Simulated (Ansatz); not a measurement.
# GeSb4Te4: biaxial against axial strain

The task, for GeSb4Te4: map the energy over biaxial and axial strain.

Method: DFT PBEsol, scalar-relativistic, plane waves, PAW, in Ansatz 0.2.0.

2 further runs of the same task are left out: 2 set aside as unsound or not needed. Runs told in other sessions of the task aren't counted.

### 1 The system as given

The structure is trigonal, space group P-3m1 (No. 164). The conventional cell has a = 4.267 Å, b = 4.267 Å, c = 17.007 Å, α = 90.00°, β = 90.00°, γ = 120.00°. Around Ge (site symmetry -3m) lie 6 Te at 2.96 Å. Sb (site symmetry 3m) has 3 Sb at 2.92 Å and 3 Te at 3.44 Å in its first shell of neighbours. Sb (site symmetry 3m) is surrounded by 6 Te at 3.00 to 3.15 Å. Te (site symmetry 3m) is surrounded by 3 Ge at 2.96 Å and 3 Sb at 3.15 Å. Te (site symmetry 3m) has 6 Sb at 3.00 to 3.44 Å in its first shell of neighbours.

As a file:

```xyz
9
Lattice="4.2666 0.0000 0.0000 -2.1333 3.6950 0.0000 0.0000 0.0000 17.0067" Properties=species:S:1:pos:R:3 pbc="T T T"
Ge    0.0000    0.0000    0.0000
Sb    0.0000    2.4633    9.2833
Sb    2.1333    1.2317    7.7234
Sb    2.1333    1.2317   13.3904
Sb    0.0000    2.4633    3.6164
Te    0.0000    2.4633   15.3608
Te    2.1333    1.2317    1.6459
Te    0.0000    0.0000   11.6793
Te    0.0000    0.0000    5.3274
```

It goes back to an entry of the Materials Project, which need not be the stable form.

It is the result of an earlier relaxation at this level (volume 29.79 Å³/atom; gap on the mesh: none (metal)).

### 2 Zero of energy

The reference gives a free energy of -57492.6550 eV, pressure -0.02 GPa, largest force 0.007 eV/Å and gap on the mesh 0.02 eV. It was computed beforehand with the settings of the runs below.

### 3 Setting up biaxial against axial strain

The cell is strained by p along both x and y and by q along z, with fractional coordinates fixed.

### 4 p = -0.080, q = -0.080

Input file input.yaml:

```yaml
crystal:
  lattice:
    - [3.9252812327, 0.0, 0.0]
    - [-1.9626406163, 3.3993932645, 0.0]
    - [0.0, 0.0, 15.6461701214]
  atoms:
    - { symbol: Ge, position: [0.0, 0.0, 0.0] }
    - { symbol: Sb, position: [0.3333333333, 0.6666666667, 0.5458633036] }
    - { symbol: Sb, position: [0.6666666667, 0.3333333333, 0.4541366964] }
    - { symbol: Sb, position: [0.6666666667, 0.3333333333, 0.7873570402] }
    - { symbol: Sb, position: [0.3333333333, 0.6666666667, 0.2126429598] }
    - { symbol: Te, position: [0.3333333333, 0.6666666667, 0.9032211307] }
    - { symbol: Te, position: [0.6666666667, 0.3333333333, 0.0967788693] }
    - { symbol: Te, position: [0.0, 0.0, 0.6867444281] }
    - { symbol: Te, position: [0.0, 0.0, 0.3132555719] }
basis:
  ecutwfc: 420
kpoints:
  mp_grid: { grid: [12, 12, 4] }
hamiltonian:
  xc: pbesol
scf:
  occupations: { method: gaussian, width: 0.15 }
output:
  forces: true
  stress: true
  eigenvalues: true
```

Started as:

```console
ansatz run input.yaml --threads 2 --pin off --max-ram 5120MiB --backend cpu --events-out ev --progress --plain --runs-dir out
```

### 5 At p = -0.080, q = 0.000

input.yaml: that of step 4 with these lines changed.

```diff
@@ -4,3 +4,3 @@
     - [-1.9626406163, 3.3993932645, 0.0]
-    - [0.0, 0.0, 15.6461701214]
+    - [0.0, 0.0, 17.0067066537]
   atoms:
```

### 6 Point p = -0.080, q = 0.080

input.yaml: that of step 5 with these lines changed.

```diff
@@ -4,3 +4,3 @@
     - [-1.9626406163, 3.3993932645, 0.0]
-    - [0.0, 0.0, 17.0067066537]
+    - [0.0, 0.0, 18.367243186]
   atoms:
```

### 7 At p = 0.000, q = -0.080

input.yaml: that of step 6 with these lines changed.

```diff
@@ -2,5 +2,5 @@
   lattice:
-    - [3.9252812327, 0.0, 0.0]
-    - [-1.9626406163, 3.3993932645, 0.0]
-    - [0.0, 0.0, 18.367243186]
+    - [4.2666100355, 0.0, 0.0]
+    - [-2.1333050177, 3.6949926788, 0.0]
+    - [0.0, 0.0, 15.6461701214]
   atoms:
```

### 8 At p = 0.000, q = 0.080

input.yaml: that of step 7 with these lines changed.

```diff
@@ -4,3 +4,3 @@
     - [-2.1333050177, 3.6949926788, 0.0]
-    - [0.0, 0.0, 15.6461701214]
+    - [0.0, 0.0, 18.367243186]
   atoms:
```

### 9 At p = 0.080, q = -0.080

input.yaml: that of step 8 with these lines changed.

```diff
@@ -2,5 +2,5 @@
   lattice:
-    - [4.2666100355, 0.0, 0.0]
-    - [-2.1333050177, 3.6949926788, 0.0]
-    - [0.0, 0.0, 18.367243186]
+    - [4.6079388383, 0.0, 0.0]
+    - [-2.3039694191, 3.9905920931, 0.0]
+    - [0.0, 0.0, 15.6461701214]
   atoms:
```

### 10 Point p = 0.080, q = 0.000

input.yaml: that of step 9 with these lines changed.

```diff
@@ -4,3 +4,3 @@
     - [-2.3039694191, 3.9905920931, 0.0]
-    - [0.0, 0.0, 15.6461701214]
+    - [0.0, 0.0, 17.0067066537]
   atoms:
```

### 11 p = 0.080, q = 0.080

input.yaml: that of step 10 with these lines changed.

```diff
@@ -4,3 +4,3 @@
     - [-2.3039694191, 3.9905920931, 0.0]
-    - [0.0, 0.0, 17.0067066537]
+    - [0.0, 0.0, 18.367243186]
   atoms:
```

### 12 Point p = -0.080, q = -0.040

input.yaml: that of step 11 with these lines changed.

```diff
@@ -2,5 +2,5 @@
   lattice:
-    - [4.6079388383, 0.0, 0.0]
-    - [-2.3039694191, 3.9905920931, 0.0]
-    - [0.0, 0.0, 18.367243186]
+    - [3.9252812327, 0.0, 0.0]
+    - [-1.9626406163, 3.3993932645, 0.0]
+    - [0.0, 0.0, 16.3264383876]
   atoms:
@@ -27 +27,5 @@
   eigenvalues: true
+  write_density: true
+  write_potential: true
+  elf: true
+  volumetric_format: npy
```

(Steps that only read results are left out.)

**Question.** What will these runs give? Wanted: highest point; lowest point away from the origin.

**Answer**, as computed:

| quantity | value |
| --- | --- |
| highest point | 401.3 meV/atom at (p, q) = (-0.080, -0.080) |
| lowest point away from the origin | 44.7 meV/atom at (0.000, 0.080) |

What this shows: No computed point lies below the origin. At |p| = |q| = 0.080, points where p and q have the same sign cost 316.8 meV/atom on average, those of opposite sign 82.9: stretching in the plane is cheaper with a contraction along z. The gap on the mesh runs from 0.00 to 0.13 eV over the map. These runs have no spin-orbit coupling; with Sb, Te it would split and shift bands.

Counted by bands, a gap of 0.02 eV stays open on the mesh in one run that reads as metallic: the smearing reaches across it.
